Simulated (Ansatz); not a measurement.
# TePb (Fm-3m) in Ansatz: further runs

Runs on TePb. Level: revPBE+D4. Tasks: single point, equation of state.

Everything below comes from runs of Ansatz 0.2.0. Logs are shortened: lines on timing, memory, paths and dates and some standing lists are left out, and cuts for length are marked.

### Step 1. The structure

It takes space group Fm-3m (No. 225, cubic). The conventional cell has a = 6.462 Å, b = 6.462 Å, c = 6.462 Å, α = 90.00°, β = 90.00°, γ = 90.00°. Pb (site symmetry m-3m) has 6 Te at 3.23 Å as nearest neighbours. Te (site symmetry m-3m) has 6 Pb at 3.23 Å as nearest neighbours.

### Step 2. Single point, revPBE+D4, 31.71 Å³/atom (volume scaled by 0.94)

input.yaml

```yaml
crystal:
  lattice:
    - [0.0, 3.1650427173, 3.1650427173]
    - [3.1650427173, 0.0, 3.1650427173]
    - [3.1650427173, 3.1650427173, 0.0]
  atoms:
    - { symbol: Pb, position: [0.0, 0.0, 0.0] }
    - { symbol: Te, position: [0.5, 0.5, 0.5] }
hamiltonian:
  xc: revpbe
  pseudopotentials: { kind: paw }
  dispersion: d4
kpoints:
  mp_grid: { grid: [7, 7, 7] }
scf:
  occupations: { method: fermi_dirac, width: 0.05 }
output:
  forces: true
  stress: true
  eigenvalues: true
  write_density: true
  write_potential: true
  elf: true
  volumetric_format: npy
```

Potentials or basis: Ansatz PAW.

Command:

```bash
$ ansatz run input.yaml --threads 2 --pin off --max-ram 5120MiB --backend cpu --events-out ev --progress --plain --runs-dir out
```

Standard output:

```text
Warning: RAYON_NUM_THREADS=2 ignored (pool sized by the plan → 2); use --threads N
Engine: ansatz 0.2.0, aarch64-unknown-linux-gnu
Pseudopotentials: kind: paw
Pseudopotential: Pb, paw, valence charge 14, recommended cutoff 420 eV (normal), Pb.paw.azcp
Pseudopotential: Te, paw, valence charge 16, recommended cutoff 420 eV (normal), Te.paw.azcp
Functional definition: revPBE
  parameter kappa = 1.245
  parameter beta = 0.06672455060314922
  exchange = pbe_x(kappa = kappa, mu = beta*pi^2/3)
  correlation = pbe_c(beta = beta)
Crystal: 2 atoms, lattice volume = 63.412 Å³
Basis set: ecut = 420 eV, 1243 PW (Γ), exchange–correlation on 60×60×60 points (8 copies of the dense FFT grid, shifted against one another)
Bands: 19, of which v1, the nominal top of the filled ones, is band 15 counted from 1 (14 counted from 0)
Symmetry: 48 space group operations
Space group: Fm-3m (ITA 225), of the structure as read, at distance tolerance 4.0e-5 Å
k-points: 20 of 343
Non-local potential: Pb, projectors of the file, l = 0: 2, l = 1: 2, l = 2: 2, l = 3: 2
Non-local potential: Te, projectors of the file, l = 0: 2, l = 1: 2, l = 2: 2, l = 3: 2
PAW form: soft (Blöchl's): semilocal exchange-correlation on the pseudo side does not see the compensation charge
PAW frozen core: Pb, regenerated for the run's functional, and the local potential with it (the file was generated under x = pbe(κ = 0.804, μ = 0.2195149727645171), c = pbe(β = 0.06672455060314922))
PAW frozen core: Te, regenerated for the run's functional, and the local potential with it (the file was generated under x = pbe(κ = 0.804, μ = 0.2195149727645171), c = pbe(β = 0.06672455060314922))
PAW one-centre angular grid: Pb, 590 points (default); XC on 64 Gauss nodes
PAW one-centre angular grid: Te, 590 points (default); XC on 64 Gauss nodes
Initial density: superposition of atomic densities (neutral atoms: chi_scale 0, normalization atom), corrected by the library's trained network
Initial wavefunctions: pseudopotential atomic-orbital guess
Functional: x = revpbe(κ = 1.245, μ = 0.2195149727645171), c = pbe(β = 0.06672455060314922)
SCF iter   1: F=—  HF=-18905.611103 eV  |F-HF|=—  |Δ(HF+E_count)|=         —  Δρ=1.46e-3  dr2=9.87e-4  ethr=1.77e-3  ⟨swp⟩=6.2  Hψ=1978  notcnv=0
preconditioner: auto → none  [insulator: Δε(μ)=0.942 eV  Ē_g=14.984 eV  σ=0.050 eV  W_gap=1.00  n_scr=14 (ndim 8)  ℏωp=20.9 eV  f_vac=0.009  D(μ)=0.00/eV (n_scr^D=0)  ε∞_Penn≈2.9]
SCF iter   2: F=—  HF=-18905.609053 eV  |F-HF|=—  |Δ(HF+E_count)|=   2.05e-3  Δρ=4.76e-4  dr2=8.44e-5  ethr=3.29e-6  ⟨swp⟩=2.5  Hψ=869  notcnv=0
SCF iter   3: F=—  HF=-18905.609093 eV  |F-HF|=—  |Δ(HF+E_count)|=   3.95e-5  Δρ=2.52e-4  dr2=1.90e-5  ethr=2.81e-7  ⟨swp⟩=2.8  Hψ=673  notcnv=0
SCF iter   4: F=—  HF=-18905.609123 eV  |F-HF|=—  |Δ(HF+E_count)|=   3.08e-5  Δρ=3.76e-5  dr2=4.16e-7  ethr=6.32e-8  ⟨swp⟩=2.0  Hψ=481  notcnv=0
iter 5 did not close the SCF: its close was put off for the readings that it lacked (scf_convergence_deferred on its scf_iter line)
SCF iter   5: F=-18905.609124 eV  HF=-18905.609124 eV  |F-HF|=2.29e-8  |Δ(HF+E_count)|=   7.40e-7  Δρ=5.33e-6  dr2=4.03e-8  ethr=1.39e-9  ⟨swp⟩=2.0  Hψ=581  notcnv=0
SCF iter   6: F=-18905.609124 eV  HF=-18905.609124 eV  |F-HF|=6.43e-9  |Δ(HF+E_count)|=   4.61e-9  Δρ=2.25e-6  dr2=6.34e-9  ethr=1.34e-10  ⟨swp⟩=7.5  Hψ=2699  notcnv=0
SCF 1 converged in 6 iterations: F = -18905.609124 eV  dr2 = 6.34e-9
SCF converged after 6 iterations
Free energy (F): -18905.609124 eV
Harris-Foulkes:  -18905.609124 eV  (|F-HF|=6.43e-9)
Internal energy: -18905.609120 eV  (E = F + TS)
E sigma→0 (E₀):  -18905.609122 eV
Entropy (-TS):   -0.000004 eV (-0.002 meV/atom)
Fermi energy:    10.186582 eV
--- Per-component energies (eV) ---
  E_band       = -290.283588
  E_kinetic    = 470.011859
  E_local      = -2291.450536  (includes V_loc(G=0)·N_el)
  E_nonlocal   = 39.111390
  E_hartree    = 1220.958745
  E_xc         = -346.731985
  E_vxc        = -237.914964  (∫ρ·V_xc dr)
  E_paw        = -15083.774978  (= ΣΔE_a)
  E_vpaw       = -711.960298  (= ΣTr[D̂ρ^β])
  E_aug_tail   = -0.000130  (compensation charges beyond the density's cutoff)
  E_ewald      = -2912.372010
  E_disp       = -1.388991  (pairwise vdW)
  E_core_change = 0.027517  (= ΣΔE_core)
  E_smearing   = -0.000004  (= −TS)
  E_closure    = -0.000000  (closes the sum)
  Σ components = -18905.609124   (vs F -18905.609124, Δ=0.00e0)
--- Forces (eV/Å), atoms counted from 1 ---
  atom   1  Pb    -0.00000000     0.00000000     0.00000000
  atom   2  Te     0.00000000     0.00000000    -0.00000000
  max |Σ_I F_I| component: 2.96e-29 eV/Å
--- Stress (GPa, compression-positive) ---
        3.227213       0.000000       0.000000
       -0.000000       3.227213      -0.000000
       -0.000000      -0.000000       3.227213
  P = ⅓ Tr σ = 3.2272 GPa (32.272 kbar)
--- Band table (eV; the first three rows and the last of 20) ---
  k-point 0: bands = ["-26.6177", "-26.6177", "-26.6111", "-26.6111", "-26.6111", "-7.0793", "-7.0793", "-7.0683", "-7.0683", "-7.0683", "-2.7404", "4.4121", "8.2032", "8.2032", "8.2032", "13.9753", "13.9753", "13.9753", "15.4864"]
  k-point 1: bands = ["-26.6176", "-26.6176", "-26.6110", "-26.6110", "-26.6110", "-7.0830", "-7.0830", "-7.0679", "-7.0647", "-7.0647", "-2.5504", "3.7186", "8.2599", "8.2599", "8.6164", "12.9725", "13.1582", "13.1582", "15.3296"]
  k-point 2: bands = ["-26.6175", "-26.6175", "-26.6109", "-26.6107", "-26.6107", "-7.0923", "-7.0923", "-7.0670", "-7.0554", "-7.0554", "-2.0096", "2.3481", "8.4347", "8.4347", "9.2356", "11.6138", "11.9098", "11.9098", "15.9510"]
  k-point 19: bands = ["-26.6178", "-26.6172", "-26.6108", "-26.6105", "-26.6099", "-7.1389", "-7.0838", "-7.0632", "-7.0541", "-7.0374", "-0.6911", "1.5418", "5.4526", "6.1412", "8.9902", "11.7338", "14.5564", "15.4250", "16.0253"]
```

Run time: 1.4 s. Hardware: 2 threads of Arm Neoverse V1, shared host; peak memory 0.33 GiB.

Results:

```yaml
Free_energy: -18905.6091 eV
Pressure: 3.2 GPa
```

Caveat: this odd mesh misses L, where the gap lies, so gap, dielectric constants and Born charges aren't listed; the PAW data sets come from PBE, with cores solved anew for the run's functional, which leaves a small shift of forces and pressure.

### Step 3. Single point, revPBE+D4, 32.38 Å³/atom (volume scaled by 0.96)

input.yaml

```yaml
crystal:
  lattice:
    - [0.0, 3.1873324849, 3.1873324849]
    - [3.1873324849, 0.0, 3.1873324849]
    - [3.1873324849, 3.1873324849, 0.0]
  atoms:
    - { symbol: Pb, position: [0.0, 0.0, 0.0] }
    - { symbol: Te, position: [0.5, 0.5, 0.5] }
hamiltonian:
  xc: revpbe
  pseudopotentials: { kind: paw }
  dispersion: d4
kpoints:
  mp_grid: { grid: [7, 7, 7] }
scf:
  occupations: { method: fermi_dirac, width: 0.05 }
output:
  forces: true
  stress: true
  eigenvalues: true
```

Potentials or basis: Ansatz PAW.

Command:

```bash
$ ansatz run input.yaml --threads 2 --pin off --max-ram 5120MiB --backend cpu --events-out ev --progress --plain --runs-dir out
```

Run time: 1.1 s. Hardware: 2 threads of Arm Neoverse V1, shared host; peak memory 0.33 GiB.

The run converged. Its results:

- Free energy: -18905.6314 eV
- Pressure: 2.1 GPa

Caveat: this odd mesh misses L, where the gap lies, so gap, dielectric constants and Born charges aren't listed; the PAW data sets come from PBE, with cores solved anew for the run's functional, which leaves a small shift of forces and pressure.

### Step 4. Single point, revPBE+D4, 33.05 Å³/atom (volume scaled by 0.98)

Changes to input.yaml since step 3:

```diff
@@ -2,5 +2,5 @@
   lattice:
-    - [0.0, 3.1873324849, 3.1873324849]
-    - [3.1873324849, 0.0, 3.1873324849]
-    - [3.1873324849, 3.1873324849, 0.0]
+    - [0.0, 3.2093147829, 3.2093147829]
+    - [3.2093147829, 0.0, 3.2093147829]
+    - [3.2093147829, 3.2093147829, 0.0]
   atoms:
```

Command:

```bash
$ ansatz run input.yaml --threads 2 --pin off --max-ram 5120MiB --backend cpu --events-out ev --progress --plain --runs-dir out
```

Wall time 1.1 s (2 threads of Arm Neoverse V1, shared host); peak memory 0.33 GiB.

The run converged. Its results:

| Property | Result |
| --- | --- |
| Free energy | -18905.6447 eV |
| Pressure | 1.1 GPa |

Caveat: this odd mesh misses L, where the gap lies, so gap, dielectric constants and Born charges aren't listed; the PAW data sets come from PBE, with cores solved anew for the run's functional, which leaves a small shift of forces and pressure.

### Step 5. Single point, revPBE+D4, 33.73 Å³/atom

Changes to input.yaml since step 4:

```diff
@@ -2,5 +2,5 @@
   lattice:
-    - [0.0, 3.2093147829, 3.2093147829]
-    - [3.2093147829, 0.0, 3.2093147829]
-    - [3.2093147829, 3.2093147829, 0.0]
+    - [0.0, 3.231, 3.231]
+    - [3.231, 0.0, 3.231]
+    - [3.231, 3.231, 0.0]
   atoms:
@@ -20 +20,5 @@
   eigenvalues: true
+  write_density: true
+  write_potential: true
+  elf: true
+  volumetric_format: npy
```

Command:

```bash
$ ansatz run input.yaml --threads 2 --pin off --max-ram 5120MiB --backend cpu --events-out ev --progress --plain --runs-dir out
```

It took 1.4 s on 2 threads of Arm Neoverse V1, shared host; peak memory 0.34 GiB.

Results (log left out):

```yaml
Free_energy: -18905.6499 eV
Pressure: 0.2 GPa
```

Caveat: this odd mesh misses L, where the gap lies, so gap, dielectric constants and Born charges aren't listed; the PAW data sets come from PBE, with cores solved anew for the run's functional, which leaves a small shift of forces and pressure.

### Step 6. Single point, revPBE+D4, 34.40 Å³/atom (volume scaled by 1.02)

Changes to input.yaml since step 5:

```diff
@@ -2,5 +2,5 @@
   lattice:
-    - [0.0, 3.231, 3.231]
-    - [3.231, 0.0, 3.231]
-    - [3.231, 3.231, 0.0]
+    - [0.0, 3.2523979746, 3.2523979746]
+    - [3.2523979746, 0.0, 3.2523979746]
+    - [3.2523979746, 3.2523979746, 0.0]
   atoms:
@@ -20,5 +20 @@
   eigenvalues: true
-  write_density: true
-  write_potential: true
-  elf: true
-  volumetric_format: npy
```

Potentials or basis: Ansatz PAW.

Command:

```bash
$ ansatz run input.yaml --threads 2 --pin off --max-ram 5120MiB --backend cpu --events-out ev --progress --plain --runs-dir out
```

It took 1.1 s on 2 threads of Arm Neoverse V1, shared host; peak memory 0.34 GiB.

The run converged. Its results:

- Free energy: -18905.6484 eV
- Pressure: -0.5 GPa

Caveat: this odd mesh misses L, where the gap lies, so gap, dielectric constants and Born charges aren't listed; the PAW data sets come from PBE, with cores solved anew for the run's functional, which leaves a small shift of forces and pressure.

### Step 7. Single point, revPBE+D4, 35.08 Å³/atom (volume scaled by 1.04)

Changes to input.yaml since step 6:

```diff
@@ -2,5 +2,5 @@
   lattice:
-    - [0.0, 3.2523979746, 3.2523979746]
-    - [3.2523979746, 0.0, 3.2523979746]
-    - [3.2523979746, 3.2523979746, 0.0]
+    - [0.0, 3.2735180337, 3.2735180337]
+    - [3.2735180337, 0.0, 3.2735180337]
+    - [3.2735180337, 3.2735180337, 0.0]
   atoms:
```

Command:

```bash
$ ansatz run input.yaml --threads 2 --pin off --max-ram 5120MiB --backend cpu --events-out ev --progress --plain --runs-dir out
```

Wall time 1.1 s (2 threads of Arm Neoverse V1, shared host); peak memory 0.34 GiB.

Results (log left out):

```
Free energy : -18905.6428 eV
Pressure    : -0.7 GPa
```

Caveat: this odd mesh misses L, where the gap lies, so gap, dielectric constants and Born charges aren't listed; the PAW data sets come from PBE, with cores solved anew for the run's functional, which leaves a small shift of forces and pressure.

### Step 8. Single point, revPBE+D4, 35.75 Å³/atom (volume scaled by 1.06)

Changes to input.yaml since step 7:

```diff
@@ -2,5 +2,5 @@
   lattice:
-    - [0.0, 3.2735180337, 3.2735180337]
-    - [3.2735180337, 0.0, 3.2735180337]
-    - [3.2735180337, 3.2735180337, 0.0]
+    - [0.0, 3.2943690292, 3.2943690292]
+    - [3.2943690292, 0.0, 3.2943690292]
+    - [3.2943690292, 3.2943690292, 0.0]
   atoms:
```

Command:

```bash
$ ansatz run input.yaml --threads 2 --pin off --max-ram 5120MiB --backend cpu --events-out ev --progress --plain --runs-dir out
```

Wall time 1.2 s (2 threads of Arm Neoverse V1, shared host); peak memory 0.34 GiB.

The run converged. Its results:

```
Free energy : -18905.6413 eV
Pressure    : 0.6 GPa
```

Caveat: this odd mesh misses L, where the gap lies, so gap, dielectric constants and Born charges aren't listed; the PAW data sets come from PBE, with cores solved anew for the run's functional, which leaves a small shift of forces and pressure.

### Step 9. Equation of state, revPBE+D4

Potentials or basis: Ansatz PAW.

No new run: the results of the series are fitted here.

What came out:

```yaml
Equilibrium_volume: "33.90 Å³/atom (rough: see the caveat)"
Bulk_modulus: 26 GPa (rough)
```

Energy against volume, from the lowest point:
| volume (Å³/atom) | energy (meV/atom) |
| --- | --- |
| 31.706 | 20.39 |
| 32.380 | 9.24 |
| 33.055 | 2.61 |
| 33.730 | 0.00 |
| 34.404 | 0.77 |
| 35.079 | 3.57 |
| 35.753 | 4.30 |

Caveat: the potentials were made for another functional, which shifts forces and pressure; the fit is doubtful: noisy points or a state that changes with volume; this odd mesh misses L, where the gap lies, so gap, dielectric constants and Born charges aren't listed.
